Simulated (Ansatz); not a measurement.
# TiCo3 (Pm-3m) in Ansatz: reference runs

Aim: a first look at TiCo3 with PBEsol, on the cell as given and on a disturbed one.

All numbers are computed with Ansatz 0.2.0; they aren't measurements. Logs are shortened: lines on timing, memory, paths and dates and some standing lists are left out, and cuts for length are marked.

## 1. The structure

It takes space group Pm-3m (No. 221, cubic). The conventional cell has a = 3.571 Å, b = 3.571 Å, c = 3.571 Å, α = 90.00°, β = 90.00°, γ = 90.00°. Co (site symmetry 4/mmm) has 8 Co at 2.53 Å and 4 Ti at 2.53 Å as nearest neighbours. Around Ti (site symmetry m-3m) lie 12 Co at 2.53 Å.

## 2. Single point, PBEsol, collinear spin, ferromagnetic start

Contents of input.yaml:

```yaml
crystal:
  lattice:
    - [3.571, 0.0, 0.0]
    - [0.0, 3.571, 0.0]
    - [0.0, 0.0, 3.571]
  atoms:
    - { symbol: Co, position: [0.5, 0.5, 0.0], spin: 2.0 }
    - { symbol: Co, position: [0.5, 0.0, 0.5], spin: 2.0 }
    - { symbol: Co, position: [0.0, 0.5, 0.5], spin: 2.0 }
    - { symbol: Ti, position: [0.0, 0.0, 0.0], spin: 1.0 }
kpoints:
  mp_grid: { grid: [8, 8, 8] }
scf:
  occupations: { method: fermi_dirac, width: 0.05 }
hamiltonian:
  xc: pbesol
  pseudopotentials: { kind: all_electron, lapw: { basis_error: 0.001 } }
magnetization:
  spin_polarized: true
output:
  forces: true
  stress: true
  eigenvalues: true
  populations: true
```

Potentials or basis: all-electron LAPW, scalar-relativistic.

Run with:

```sh
> ansatz run input.yaml --threads 4 --pin off --max-ram 12288MiB --backend cpu --events-out ev --progress --plain --runs-dir out
```

What it wrote:

```text
Warning: RAYON_NUM_THREADS=4 ignored (pool sized by the plan → 4); use --threads N
Co: projections on atomic orbitals take those of the free atom 1s2 2s2 2p6 3s2 3p6 3d7 4s2, of charge +0.00 (hamiltonian.pseudopotentials.projection_atoms)
Ti: projections on atomic orbitals take those of the free atom 1s2 2s2 2p6 3s2 3p6 3d2 4s2, of charge +0.00 (hamiltonian.pseudopotentials.projection_atoms)
LAPW: plane waves up to 8.845 Å⁻¹, error target 1.0e-3 eV per atom; small_component_spin mean_spin; Ti in spheres of 1.263 Å, 12 of its electrons in bands, Dirac shells []; Co in spheres of 1.263 Å, 17 of its electrons in bands, Dirac shells [] (how accurate: hamiltonian.pseudopotentials.lapw.basis_error, Limitations)
Engine: ansatz 0.2.0, x86_64-unknown-linux-gnu
Pseudopotentials: kind: all_electron
Pseudopotential: Co, LAPW, valence charge 17, lapw/all_electron/scalar/gaussian/Co, Koelling and Harmon's equation, gaussian nucleus
Pseudopotential: Ti, LAPW, valence charge 12, lapw/all_electron/scalar/gaussian/Ti, Koelling and Harmon's equation, gaussian nucleus
Functional definition: PBEsol
  exchange = pbesol_x
  correlation = pbesol_c
Crystal: 4 atoms, lattice volume = 45.538 Å³
Basis set: ecut = 298.06723438993504 eV, 515 PW (Γ), exchange–correlation at level 2
Bands: 42, of which v1, the nominal top of the filled ones, is band 32 counted from 1 (31 counted from 0)
Symmetry: 48 space group operations
Space group: Pm-3m (ITA 221), of the structure as read, at distance tolerance 3.6e-5 Å
Magnetic group: BNS 221.92 (UNI 1594), of the structure as read, at distance tolerance 3.6e-5 Å
k-points: 35 of 512
Non-local potential: Co, projectors of the file, none
Non-local potential: Ti, projectors of the file, none
Initial density: superposition of atomic densities (chi_scale 0.1, normalization cell)
Starting moments: Σ|m| = 7 μB on 4 of 4 sites
Initial wavefunctions: plane waves of lowest kinetic energy (no species holds an atomic orbital)
Functional: x = pbesol(κ = 0.804, μ = 0.12345679012345678), c = pbesol(β = 0.046)
iter 1 solved again at ethr=9.62e-4 eV; its pass at ethr=1.00e-1 eV (dr2=6.06e-1 eV) is discarded
SCF iter   1: F=—  HF=-136862.205887 eV  |F-HF|=—  |Δ(HF+E_count)|=         —  Δρ=5.33e-2 (↑5.33e-2 ↓4.98e-2)  dr2=6.06e-1  dr2_m=1.01e0  M=2.835 μB ∫|m|=3.387 μB  β_m=0.30  ethr=9.62e-4  ⟨swp⟩=2.0  Hψ=20964  notcnv=0
Mixer restart at iter 1: flushing history
preconditioner: auto → Kerker (q_TF=auto, 2.880 Å⁻¹)  [metal: Δε(μ)=0.014 eV  Ē_g=11.102 eV  σ=0.050 eV  W_gap=0.07  n_scr=18 (ndim 8)  ℏωp=33.5 eV  f_vac=0.000  D(μ)=4.60/eV (n_scr^D=56)]
spin=Collinear: Kerker preconditioning applied to the charge; magnetization (m = ρ↑ − ρ↓) channel mixes plain (no charge-response kernel on spin).
SCF iter   2: F=—  HF=-136861.999250 eV  |F-HF|=—  |Δ(HF+E_count)|=   2.07e-1  Δρ=3.77e-2 (↑3.77e-2 ↓3.55e-2)  dr2=1.92e-1  dr2_m=5.26e-1  M=2.750 μB ∫|m|=3.473 μB  β_m=0.62  ethr=9.62e-4  ⟨swp⟩=2.0  Hψ=9000  notcnv=0
[... 12 lines left out ...]
SCF 1 converged in 12 iterations: F = -136862.012133 eV  dr2 = 4.44e-9
SCF converged after 12 iterations
Magnetization: 2.5099 μB (32.7549 up, 30.2451 down)
Absolute magnetization: 3.5972 μB (∫|ρ↑−ρ↓|)
Spin contamination: 0.1308 ħ² per cell (⟨S²⟩ above its minimum at these occupations)
Per-site moments (μB) at R_I (Å): [(1.0036210284347984, 1.2625391389952743), (1.0036210284347984, 1.2625391389952743), (1.0036210284347984, 1.2625391389952743), (-0.3671312750504665, 1.2625391389952743)]
Free energy (F): -136862.012133 eV
Harris-Foulkes:  -136862.012133 eV  (|F-HF|=8.00e-9)
Internal energy: -136861.969977 eV  (E = F + TS)
E sigma→0 (E₀):  -136861.991055 eV
Entropy (-TS):   -0.042155 eV (-10.539 meV/atom)
Fermi energy:    18.691945 eV
--- Per-component energies (eV) ---
  E_band       = -806.998140
  E_kinetic    = 138757.394831
  E_xc         = -5895.218518
  E_electrostatic = -269724.146290  (all electrons and nuclei)
  E_smearing   = -0.042155  (= −TS)
  E_closure    = 0.000000  (closes the sum)
  E_atoms      = -136826.673092  (free atoms, spherical and without spin; not in F)
  Σ components = -136862.012133   (vs F -136862.012133, Δ=0.00e0)
  Basis errors (estimates in eV, not in F): energy 1.9e-4 per atom: plane waves 1.5e-4 (1.1e-4 summed), levels above the bands 2.7e-74, relativity 7.4e-9, radial functions 4.7e-5, core shells 1.3e-6; eigenvalues (radial functions only) 9.9e-7; not estimated: angular momenta, meshes, grids; target (lapw.basis_error) 1.0e-3; muffin-tin radii Ti 1.263 Å, Co 1.263 Å
--- Forces (eV/Å), atoms counted from 1 ---
  atom   1  Co    -0.00000000    -0.00000000     0.00000000
  atom   2  Co     0.00000000    -0.00000000     0.00000000
  atom   3  Co     0.00000000     0.00000000     0.00000000
  atom   4  Ti     0.00000000    -0.00000000     0.00000000
  max |Σ_I F_I| component: 2.89e-30 eV/Å
--- Stress (GPa, compression-positive) ---
       -3.870106       0.000000       0.000000
        0.000000      -3.870106       0.000000
        0.000000       0.000000      -3.870106
  P = ⅓ Tr σ = -3.8701 GPa (-38.701 kbar)
--- Band table (eV; the first three rows and the last of 70) ---
  k-point 0 ↑: bands = ["-76.3742", "-76.3285", "-76.3285", "-39.8991", "-39.8991", "-39.8991", "-39.7033", "-39.7033", "-39.7033", "-39.6798", "-39.6798", "-39.6798", "-37.3453", "-13.7272", "-13.7272", "-13.7272", "10.4826", "14.0178", "14.0178", "14.2773", "14.8219", "14.8219", "14.8219", "16.9936", "16.9936", "16.9936", "17.9028", "17.9028", "18.4367", "18.7521", "18.7521", "18.7521", "20.9816", "20.9816", "21.8249", "21.8249", "21.8249", "22.1562", "22.1562", "22.1562", "29.9235", "30.0882"]
  k-point 1 ↑: bands = ["-76.3727", "-76.3300", "-76.3285", "-39.8958", "-39.8958", "-39.8936", "-39.7045", "-39.7045", "-39.7036", "-39.6874", "-39.6818", "-39.6818", "-37.3429", "-13.7375", "-13.7278", "-13.7278", "10.6931", "14.0970", "14.1476", "14.3620", "14.8912", "14.9082", "14.9082", "16.9127", "17.0472", "17.0472", "17.8217", "17.9139", "18.3576", "18.4426", "18.4426", "18.7523", "20.3186", "20.8944", "21.1520", "21.1520", "21.7003", "22.1408", "23.1361", "23.1361", "29.9049", "29.9992"]
  k-point 2 ↑: bands = ["-76.3684", "-76.3343", "-76.3284", "-39.8874", "-39.8874", "-39.8786", "-39.7087", "-39.7087", "-39.7078", "-39.7044", "-39.6860", "-39.6860", "-37.3372", "-13.7622", "-13.7291", "-13.7291", "11.3014", "14.2176", "14.5021", "14.6140", "15.0872", "15.1653", "15.1653", "16.6882", "17.1647", "17.1647", "17.5980", "17.7780", "17.7780", "17.9212", "18.1411", "18.7528", "18.8745", "20.5114", "20.5114", "20.6810", "21.5027", "22.1046", "24.5435", "24.5435", "29.6762", "29.7373"]
  k-point 34 ↓: bands = ["-75.1316", "-75.1316", "-75.1316", "-38.7227", "-38.6844", "-38.6844", "-38.6844", "-38.5113", "-38.5113", "-38.5113", "-38.4703", "-38.4703", "-37.6496", "-14.0861", "-14.0861", "-14.0861", "14.3882", "14.3882", "14.3882", "15.2237", "17.4855", "17.4855", "17.4855", "17.7966", "17.7966", "17.7966", "17.9292", "17.9292", "18.4643", "19.2799", "19.2799", "19.2799", "19.6825", "19.6825", "19.6825", "21.0759", "21.0759", "21.0759", "21.7525", "21.7525", "27.0600", "27.0600"]
--- Löwdin populations: 4 sites ---
  site symbol       q [e]    m [muB]
     0     Co     26.7690     1.0217
     1     Co     26.7690     1.0217
     2     Co     26.7690     1.0217
     3     Ti     21.9706    -0.4427
  spilling = 0.007012 (of n_electrons = 103.000000)
```

populations.tsv:

```text
# site	symbol	l	j	q_up	q_dn
# orbitals = lowdin
# n_electrons = 103.000000
# spilling = 0.007012
# projection_atom_Co: 1s2 2s2 2p6 3s2 3p6 3d7 4s2
# projection_atom_Ti: 1s2 2s2 2p6 3s2 3p6 3d2 4s2
0	Co	0_1S	-	0.999991	0.999991
0	Co	0_2S	-	0.999527	0.999541
0	Co	0_3S	-	0.988927	0.989342
0	Co	0_4S	-	0.448999	0.465062
0	Co	1_2P	-	2.999994	2.999996
0	Co	1_3P	-	2.998174	2.998222
0	Co	2_3D	-	4.459734	3.421539
1	Co	0_1S	-	0.999991	0.999991
1	Co	0_2S	-	0.999527	0.999541
1	Co	0_3S	-	0.988927	0.989342
1	Co	0_4S	-	0.448999	0.465062
1	Co	1_2P	-	2.999994	2.999996
1	Co	1_3P	-	2.998174	2.998222
1	Co	2_3D	-	4.459734	3.421539
2	Co	0_1S	-	0.999991	0.999991
2	Co	0_2S	-	0.999527	0.999541
2	Co	0_3S	-	0.988927	0.989342
2	Co	0_4S	-	0.448999	0.465062
2	Co	1_2P	-	2.999994	2.999996
2	Co	1_3P	-	2.998174	2.998222
2	Co	2_3D	-	4.459734	3.421539
3	Ti	0_1S	-	0.999989	0.999989
3	Ti	0_2S	-	0.999341	0.999325
3	Ti	0_3S	-	0.982646	0.982194
3	Ti	0_4S	-	0.474590	0.472151
3	Ti	1_2P	-	2.999991	2.999990
3	Ti	1_3P	-	2.995695	2.996199
3	Ti	2_3D	-	1.311701	1.756846
```

Wall time 12 s (4 threads of Intel Xeon 6975P-C (Granite Rapids), shared host); peak memory 0.79 GiB.

What came out:

| Property | Result |
| --- | --- |
| Free energy | -136862.0121 eV |
| Pressure | -3.9 GPa |
| Band gap on the k mesh | none (metal or under the smearing width) |
| Net moment | 2.51 μB per cell |
| Absolute moment | 3.60 μB per cell |
| Site moments | Co +1.00; Ti -0.37 μB |

Levels at points of the mesh, in eV from the Fermi level:
Spin up:
```csv
k point,band 30,band 31,band 32,band 33,band 34,band 35,band 36,band 37
"(0.00, 0.00, 0.00)",0.06,0.06,0.06,2.29,2.29,3.13,3.13,3.13
"(0.00, 0.00, -0.50)",-1.10,-1.10,-0.65,0.06,1.11,1.11,1.69,2.51
"(0.00, -0.50, -0.50)",-1.50,-1.42,-0.96,-0.87,1.64,1.64,1.64,1.64
"(-0.50, -0.50, -0.50)",-0.18,-0.18,-0.18,0.68,0.68,0.68,1.86,1.86
```
Spin down:
| k point | band 26 | band 27 | band 28 | band 29 | band 30 | band 31 | band 32 | band 33 | band 34 | band 35 |
| --- | --- | --- | --- | --- | --- | --- | --- | --- | --- | --- |
| (0.00, 0.00, 0.00) | -0.95 | 0.41 | 0.41 | 1.00 | 1.18 | 1.18 | 1.18 | 2.69 | 2.69 | 3.12 |
| (0.00, 0.00, -0.50) | -1.85 | -0.67 | -0.35 | -0.22 | -0.22 | -0.03 | 0.59 | 1.18 | 1.18 | 1.18 |
| (0.00, -0.50, -0.50) | -1.67 | -1.42 | -1.28 | -0.41 | -0.35 | -0.35 | -0.08 | 0.09 | 1.68 | 1.68 |
| (-0.50, -0.50, -0.50) | -0.90 | -0.76 | -0.76 | -0.23 | 0.59 | 0.59 | 0.59 | 0.99 | 0.99 | 0.99 |

Caveat: the starting moments weren't kept.

## 3. Equation of state, PBEsol, collinear spin, ferromagnetic start

Potentials or basis: all-electron LAPW, scalar-relativistic.

No new run: the results of the series are fitted here.

What came out:

```yaml
Equilibrium_volume: 10.99 Å³/atom
Bulk_modulus: 165 GPa
Pressure_derivative_of_the_bulk_modulus: "3.9 (rough: it moves with the points fitted)"
```

Energy against volume, from the lowest point:
| volume (Å³/atom) | energy (meV/atom) |
| --- | --- |
| 10.701 | 5.07 |
| 10.929 | 0.00 |
| 11.157 | 1.97 |
| 11.384 | 8.70 |
| 11.612 | 16.83 |
| 11.840 | 29.97 |
| 12.067 | 47.70 |

Caveat: the fit is doubtful: noisy points or a state that changes with volume; the starting moments weren't kept.

## 4. Single point, PBEsol, collinear spin, ferromagnetic start (atoms moved at random, drawn with an rms of 0.05 Å)

Contents of input.yaml:

```yaml
crystal:
  lattice:
    - [3.571, 0.0, 0.0]
    - [0.0, 3.571, 0.0]
    - [0.0, 0.0, 3.571]
  atoms:
    - { symbol: Co, position: [0.493418, 0.504176, -0.002378], spin: 2.0 }
    - { symbol: Co, position: [0.504561, -0.005065, 0.502566], spin: 2.0 }
    - { symbol: Co, position: [-0.013529, 0.504512, 0.504203], spin: 2.0 }
    - { symbol: Ti, position: [-0.009654, 0.009258, -0.01124], spin: 1.0 }
kpoints:
  mp_grid: { grid: [8, 8, 8] }
scf:
  occupations: { method: fermi_dirac, width: 0.05 }
hamiltonian:
  xc: pbesol
  pseudopotentials: { kind: all_electron, lapw: { basis_error: 0.001 } }
magnetization:
  spin_polarized: true
output:
  forces: true
  stress: true
  eigenvalues: true
  populations: true
```

Run with:

```sh
> ansatz run input.yaml --threads 4 --pin off --max-ram 12288MiB --backend cpu --events-out ev --progress --plain --runs-dir out
```

Run time: 4.7 min. Hardware: 4 threads of Intel Xeon 6975P-C (Granite Rapids), shared host; peak memory 5.7 GiB.

It converged, with:

```
Free energy            : -136861.9787 eV
Pressure               : -3.5 GPa
Largest force          : 0.591 eV/Å
Band gap on the k mesh : none (metal or under the smearing width)
Net moment             : 2.50 μB per cell
Absolute moment        : 3.58 μB per cell
Site moments           : Co +1.00; Ti -0.35 μB
```

Forces on the atoms (eV/Å):
```
Co  -0.107 -0.026  0.150
Co  -0.476  0.207 -0.283
Co   0.294 -0.039 -0.336
Ti   0.289 -0.142  0.469
```

Stress tensor (GPa, compression positive):
```
-3.48 -0.16  0.09
-0.16 -3.42 -0.07
 0.09 -0.07 -3.49
```

Levels at points of the mesh, in eV from the Fermi level:
Spin up:
| k point | band 34 | band 35 | band 36 | band 37 | band 38 | band 39 |
| --- | --- | --- | --- | --- | --- | --- |
| (0.00, 0.00, 0.00) | 0.06 | 0.06 | 2.24 | 2.28 | 3.14 | 3.15 |
| (0.00, 0.00, -0.50) | -1.09 | -0.65 | 0.05 | 1.12 | 1.14 | 1.70 |
| (0.00, -0.50, 0.00) | -1.09 | -0.65 | 0.06 | 1.11 | 1.12 | 1.69 |
| (0.00, -0.50, -0.50) | -1.39 | -0.94 | -0.87 | 1.61 | 1.61 | 1.68 |
| (-0.50, 0.00, 0.00) | -1.10 | -0.65 | 0.06 | 1.12 | 1.13 | 1.69 |
| (-0.50, 0.00, -0.50) | -1.37 | -0.95 | -0.87 | 1.62 | 1.63 | 1.66 |
| (-0.50, -0.50, 0.00) | -1.36 | -0.95 | -0.87 | 1.62 | 1.63 | 1.66 |
| (-0.50, -0.50, -0.50) | -0.18 | -0.16 | 0.68 | 0.69 | 0.69 | 1.86 |
Spin down:
```csv
k point,band 30,band 31,band 32,band 33,band 34,band 35,band 36,band 37,band 38,band 39
"(0.00, 0.00, 0.00)",0.39,0.40,1.00,1.17,1.18,1.18,2.60,2.66,3.14,3.16
"(0.00, 0.00, -0.50)",-0.70,-0.36,-0.23,-0.21,-0.04,0.58,1.07,1.19,1.31,2.09
"(0.00, -0.50, 0.00)",-0.68,-0.36,-0.23,-0.19,-0.05,0.59,1.13,1.19,1.24,2.08
"(0.00, -0.50, -0.50)",-1.41,-1.25,-0.44,-0.36,-0.35,-0.09,0.11,1.70,1.71,2.08
"(-0.50, 0.00, 0.00)",-0.72,-0.34,-0.23,-0.21,-0.03,0.58,1.13,1.20,1.25,2.09
"(-0.50, 0.00, -0.50)",-1.41,-1.27,-0.43,-0.35,-0.33,-0.09,0.10,1.69,1.70,2.07
"(-0.50, -0.50, 0.00)",-1.41,-1.25,-0.42,-0.37,-0.34,-0.09,0.09,1.70,1.71,2.08
"(-0.50, -0.50, -0.50)",-0.77,-0.76,-0.23,0.58,0.59,0.60,0.99,0.99,1.01,2.38
```

Caveat: the starting moments weren't kept.

## 5. Overview

| task | cell | cutoff (eV) | gap on the mesh (eV) | pressure (GPa) | moment (μB) |
| --- | --- | --- | --- | --- | --- |
| single point | as given | 298 | none | -3.9 | 2.51 |
| equation of state | as given | - | - | - | - |
| single point | atoms moved at random, drawn with an rms of 0.05 Å | 318 | none | -3.5 | 2.50 |

Alike in all rows: level PBEsol; potentials or basis all-electron LAPW, scalar-relativistic; spin collinear, ferromagnetic start; k mesh 8 × 8 × 8; smearing fermi-dirac 0.05 eV; basis error allowed 0.001 eV/atom.

Caveats: the starting moments weren't kept; the fit is doubtful: noisy points or a state that changes with volume (some runs).

Compare energies only between runs with the same functional and basis.
